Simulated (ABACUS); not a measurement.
# Ta (P-1) in ABACUS: convergence with wavefunction cutoff

Aim: find how far wavefunction cutoff must go before the results for Ta settle, at PBEsol. This setting moves, with any that are tied to it; all else stays.

All numbers are computed with ABACUS 3.10.1; they aren't measurements. Logs are shortened: lines on timing, memory, paths and dates and some standing lists are left out, and cuts for length are marked.

## (1) The cell of the first run

The typed cell holds 1 atom: a = 2.816 Å, b = 2.871 Å, c = 2.871 Å, α = 110.52°, β = 109.83°, γ = 107.36°.

The cell isn't the ideal one: cell strained at random.

## (2) With wavefunction cutoff 21 Ry

INPUT reads:

```
INPUT_PARAMETERS
suffix              Ta
calculation         scf
basis_type          pw
pseudo_dir          ./
symmetry            1
dft_functional      pbesol
ecutwfc             21
pseudo_rcut         7
nspin               1
nbands              18
ks_solver           dav
smearing_method     gauss
smearing_sigma      0.00734986
scf_thr             1e-08
scf_nmax            100
mixing_type         broyden
mixing_beta         0.7
cal_force           1
cal_stress          1
kpar                4
```

STRU reads:

```
ATOMIC_SPECIES
Ta 180.9479 Ta_ONCV_PBE-1.2.upf

LATTICE_CONSTANT
1.8897261246

LATTICE_VECTORS
-1.6056250000 1.6104320000 1.6605300000
1.6356250000 -1.6278380000 1.7079350000
1.6362810000 1.6584940000 -1.6779360000

ATOMIC_POSITIONS
Direct

Ta
0.0
1
-0.0153390000 -0.0079560000 -0.0027760000 1 1 1
```

KPT reads:

```
K_POINTS
0
Gamma
7 7 7 0 0 0
```

Potentials or basis: SG15 ONCV 1.2 PBE, plane waves.

Run with:

```
OMP_NUM_THREADS=1 mpirun -np 4 abacus > log
```

Wall time 2.2 s (4 MPI ranks of AMD EPYC 7B13 (Zen 3), shared host); peak memory 0.2 GiB.

Results:

- Free energy: -6587.9727 eV
- Pressure: -4148.3 GPa
- Band gap on the k mesh: none (metal or under the smearing width)

## (3) With wavefunction cutoff 27 Ry

Changes to INPUT since step 2:

```diff
@@ -7,3 +7,3 @@
 dft_functional      pbesol
-ecutwfc             21
+ecutwfc             27
 pseudo_rcut         7
```

STRU is that of step 2.

KPT is that of step 2.

Potentials or basis: SG15 ONCV 1.2 PBE, plane waves.

Run with:

```
OMP_NUM_THREADS=1 mpirun -np 4 abacus > log
```

Wall time 4 s (4 MPI ranks of AMD EPYC 7B13 (Zen 3), shared host); peak memory 0.2 GiB.

What came out:

```yaml
Free_energy: -6710.0751 eV
Pressure: -1784.5 GPa
Band_gap_on_the_k_mesh: none (metal or under the smearing width)
```

## (4) With wavefunction cutoff 33 Ry

Changes to INPUT since step 3:

```diff
@@ -7,3 +7,3 @@
 dft_functional      pbesol
-ecutwfc             27
+ecutwfc             33
 pseudo_rcut         7
```

STRU is that of step 3.

KPT is that of step 3.

Run with:

```
OMP_NUM_THREADS=1 mpirun -np 4 abacus > log
```

Run time: 3 s. Hardware: 4 MPI ranks of AMD EPYC 7B13 (Zen 3), shared host; peak memory 0.2 GiB.

Results:

* Free energy: -6745.2389 eV
* Pressure: -472.7 GPa
* Band gap on the k mesh: none (metal or under the smearing width)

## (5) With wavefunction cutoff 42 Ry

Changes to INPUT since step 4:

```diff
@@ -7,3 +7,3 @@
 dft_functional      pbesol
-ecutwfc             33
+ecutwfc             42
 pseudo_rcut         7
```

STRU is that of step 4.

KPT is that of step 4.

Run with:

```
OMP_NUM_THREADS=1 mpirun -np 4 abacus > log
```

Run time: 6.4 s. Hardware: 4 MPI ranks of AMD EPYC 7B13 (Zen 3), shared host; peak memory 0.24 GiB.

Results:

| Property | Result |
| --- | --- |
| Free energy | -6751.8324 eV |
| Pressure | -20.6 GPa |
| Band gap on the k mesh | none (metal or under the smearing width) |

## (6) With wavefunction cutoff 51 Ry

Changes to INPUT since step 5:

```diff
@@ -7,3 +7,3 @@
 dft_functional      pbesol
-ecutwfc             42
+ecutwfc             51
 pseudo_rcut         7
```

STRU is that of step 5.

KPT is that of step 5.

Potentials or basis: SG15 ONCV 1.2 PBE, plane waves.

Run with:

```
OMP_NUM_THREADS=1 mpirun -np 4 abacus > log
```

It took 5.8 s on 4 MPI ranks of AMD EPYC 7B13 (Zen 3), shared host; peak memory 0.24 GiB.

The run converged. Its results:

```
Free energy            : -6751.9643 eV
Pressure               : -3.2 GPa
Band gap on the k mesh : none (metal or under the smearing width)
```

## (7) With wavefunction cutoff 60 Ry

Changes to INPUT since step 6:

```diff
@@ -7,3 +7,3 @@
 dft_functional      pbesol
-ecutwfc             51
+ecutwfc             60
 pseudo_rcut         7
```

STRU is that of step 6.

KPT is that of step 6.

Run with:

```
OMP_NUM_THREADS=1 mpirun -np 4 abacus > log
```

Wall time 10 s (4 MPI ranks of AMD EPYC 7B13 (Zen 3), shared host); peak memory 0.28 GiB.

Results (log left out):

```
Free energy            : -6751.9652 eV
Pressure               : -3.1 GPa
Band gap on the k mesh : none (metal or under the smearing width)
```

## (8) With wavefunction cutoff 72 Ry

Changes to INPUT since step 7:

```diff
@@ -7,3 +7,3 @@
 dft_functional      pbesol
-ecutwfc             60
+ecutwfc             72
 pseudo_rcut         7
```

STRU is that of step 7.

KPT is that of step 7.

Run with:

```
OMP_NUM_THREADS=1 mpirun -np 4 abacus > log
```

Run time: 17 s. Hardware: 4 MPI ranks of AMD EPYC 7B13 (Zen 3), shared host; peak memory 0.28 GiB.

The run converged. Its results:

* Free energy: -6751.9655 eV
* Pressure: -3.1 GPa
* Band gap on the k mesh: none (metal or under the smearing width)

## (9) With wavefunction cutoff 90 Ry

Changes to INPUT since step 8:

```diff
@@ -7,3 +7,3 @@
 dft_functional      pbesol
-ecutwfc             72
+ecutwfc             90
 pseudo_rcut         7
```

STRU is that of step 8.

KPT is that of step 8.

Potentials or basis: SG15 ONCV 1.2 PBE, plane waves.

Run with:

```
OMP_NUM_THREADS=1 mpirun -np 4 abacus > log
```

running log:

```text
ABACUS v3.10.1

               Atomic-orbital Based Ab-initio Computation at UStc

 ------------------------------------------------------------------------------------

 READING GENERAL INFORMATION
                           global_out_dir = OUT.Ta/
                           global_in_card = INPUT
                               pseudo_dir = ./
                              orbital_dir =
                                    DSIZE = 4
                                    GSIZE = 1

 READING UNITCELL INFORMATION
                                    ntype = 1
                  lattice constant (Bohr) = 1.88973
              lattice constant (Angstrom) = 1

 READING ATOM TYPE 1
                               atom label = Ta
                      L=0, number of zeta = 1
                      L=1, number of zeta = 1
                      L=2, number of zeta = 1
             number of atom for this type = 1

                        TOTAL ATOM NUMBER = 1
DIRECT COORDINATES
    atom                   x                   y                   z     mag                  vx                  vy                  vz
taud_Ta1            0.9846610000        0.9920440000        0.9972240000  0.0000        0.0000000000        0.0000000000        0.0000000000

                          Volume (Bohr^3) = 121.54
                             Volume (A^3) = 18.0103

 Lattice vectors: (Cartesian coordinate: in unit of a_0)
             -1.60563            +1.61043            +1.66053
             +1.63563            -1.62784            +1.70793
             +1.63628            +1.65849            -1.67794
 Reciprocal vectors: (Cartesian coordinate: in unit of 2 pi/a_0)
          -0.00561855           +0.307553            +0.29851
            +0.302947          -0.0012747           +0.294166
            +0.302803           +0.303065         -0.00113076
 The esolver type has been set to : ksdft_pw

                PAO radial cut off (Bohr) = 7

 Read in pseudopotential file is Ta_ONCV_PBE-1.2.upf
                     pseudopotential type = NC
          exchange-correlation functional = PBE
                 nonlocal core correction = 0
                        valence electrons = 27
                                     lmax = 3
                           number of zeta = 0
                     number of projectors = 8
                           L of projector = 0
                           L of projector = 0
                           L of projector = 1
                           L of projector = 1
                           L of projector = 2
                           L of projector = 2
                           L of projector = 3
                           L of projector = 3
 XC functional updated to : pbesol
          exchange-correlation functional = PBESOL
     initial pseudo atomic orbital number = 0

 SETUP THE ELECTRONS NUMBER
            electron number of element Ta = 27
      total electron number of element Ta = 27
            AUTOSET number of electrons:  = 27
                           occupied bands = 14
                                   NBANDS = 18
                                   NLOCAL = 9

[... 128 lines left out ...]
[... K-POINTS DIRECT COORDINATES: 172 rows ...]

           k-point number in this process = 43
       minimum distributed K point number = 43
[... stars of the k points ...]

[... K-POINTS CARTESIAN COORDINATES: 43 rows ...]

[... K-POINTS DIRECT COORDINATES: 43 rows ...]

 SETUP PLANE WAVES FOR WAVE FUNCTIONS
     energy cutoff for wavefunc (unit:Ry) = 90
              fft grid for wave functions = [ 36, 36, 36 ]
                    number of plane waves = 2375
                         number of sticks = 241

 PARALLEL PW FOR WAVE FUNCTIONS
     PROC   COLUMNS(POT)             PW
        1            241           2375
 --------------- sum -------------------
        1            241           2375

 SETUP NONLOCAL PSEUDOPOTENTIALS IN PLANE WAVE BASIS
 Ta non-local projectors:
 projector 1 L=0
 projector 2 L=0
 projector 3 L=1
 projector 4 L=1
 projector 5 L=2
 projector 6 L=2
 projector 7 L=3
 projector 8 L=3
      TOTAL NUMBER OF NONLOCAL PROJECTORS = 32

 Init Non-Local PseudoPotential table :
 Init Non-Local-Pseudopotential done.

                                     npwx = 1763

 -------------------------------------------
 SELF-CONSISTENT
 -------------------------------------------
                                 init_chg = atomic

 PW ALGORITHM --------------- ION=   1  ELEC=   1--------------------------------
 Notice: Threshold on eigenvalues was too large.
 hsover_error=0.27 > DRHO=0.0709965
 Origin diag ethr = 0.01
 New diag ethr = 0.00026295

 Density error is 0.0697175122782
                          Error Threshold = 0.000262950016619
----------------------------------------------------------
     Energy           Rydberg                 eV
----------------------------------------------------------
 E_KohnSham     -496.2416095027      -6751.7134739283
 E_Harris       -500.8452295870      -6814.3489385016
 E_Fermi        2.1998480405         29.9304680853
----------------------------------------------------------
[... 51 lines left out ...]
 Density error is 5.22893939459e-10
                          Error Threshold = 1.6080282663e-10
----------------------------------------------------------
     Energy           Rydberg                 eV
----------------------------------------------------------
 E_KohnSham     -496.2601627971      -6751.9659044481
 E_KS(sigma->0) -496.2599767523      -6751.9633731789
 E_Harris       -496.2599098515      -6751.9624629471
 E_band         14.1944512153        193.1254165111
 E_one_elec     -128.8882988736      -1753.6152702077
 E_Hartree      97.8418214942        1331.2062750200
 E_xc           -40.1569190519       -546.3629132310
 E_Ewald        -425.0563942762      -5783.1889334911
 E_entropy(-TS) -0.0003720896        -0.0050625382
 E_descf        0.0000000000         0.0000000000
 E_exx          0.0000000000         0.0000000000
 E_Fermi        2.1640529829         29.4434513415
----------------------------------------------------------

 charge density convergence is achieved
 final etot is -6751.9659044 eV
 EFERMI = 29.443451342 eV

 STATE ENERGY(eV) AND OCCUPATIONS    NSPIN == 1
 1/43 kpoint (Cartesian) = 0.0000 0.0000 0.0000 (1757 pws)
       1       -37.6190     0.00583090
       2       -3.43680     0.00583090
       3       -3.42310     0.00583090
       4       -3.36140     0.00583090
       5        10.9822     0.00583090
       6        10.9834     0.00583090
[... 98 lines left out ...]
       5        10.9968      0.0116618
       6        10.9982      0.0116618
[... 10 lines left out ...]
      17        34.1657        0.00000
      18        45.0480        0.00000

[... levels at 37 further k points ...]

------------------------------------------------------------------------------------------
 TOTAL-FORCE (eV/Angstrom)
------------------------------------------------------------------------------------------
                       Ta1         0.0000000000         0.0000000000         0.0000000000
------------------------------------------------------------------------------------------

----------------------------------------------------------------
 TOTAL-STRESS (KBAR)
----------------------------------------------------------------
       -19.1844444469       -19.6746052650       -22.1710526565
       -19.6746052650       -16.9241831136        13.3730810777
       -22.1710526565        13.3730810777       -57.6652633887
----------------------------------------------------------------
 TOTAL-PRESSURE: -31.257964 KBAR

 --------------------------------------------
 !FINAL_ETOT_IS -6751.9659044480567900 eV
 --------------------------------------------
```

Run time: 22 s. Hardware: 4 MPI ranks of AMD EPYC 7B13 (Zen 3), shared host; peak memory 0.36 GiB.

Results:

```yaml
Free_energy: -6751.9659 eV
Pressure: -3.1 GPa
Band_gap_on_the_k_mesh: none (metal or under the smearing width)
```

## (10) Result

| wavefunction cutoff | energy less the tightest run, at zero smearing (meV/atom) | pressure (GPa) | SCF cycles | CPU time (s) |
| --- | --- | --- | --- | --- |
| 21 Ry | 163998.56 | -4148.27 | 7 | 8.2 |
| 27 Ry | 41891.19 | -1784.47 | 7 | 16 |
| 33 Ry | 6727.01 | -472.68 | 6 | 12 |
| 42 Ry | 133.46 | -20.59 | 6 | 25 |
| 51 Ry | 1.59 | -3.24 | 6 | 22 |
| 60 Ry | 0.73 | -3.13 | 6 | 40 |
| 72 Ry | 0.40 | -3.12 | 6 | 67 |
| 90 Ry | 0.00 | -3.13 | 6 | 90 |

Against the tightest run, the energy stays within 1 meV/atom from 60 Ry on; the pressure stays within 0.1 GPa from 60 Ry on. The tightest run that finished is the yardstick and may itself not be fully converged.

Caveats: all runs use coarse meshes; the potentials were made for another functional, which shifts forces and pressure.
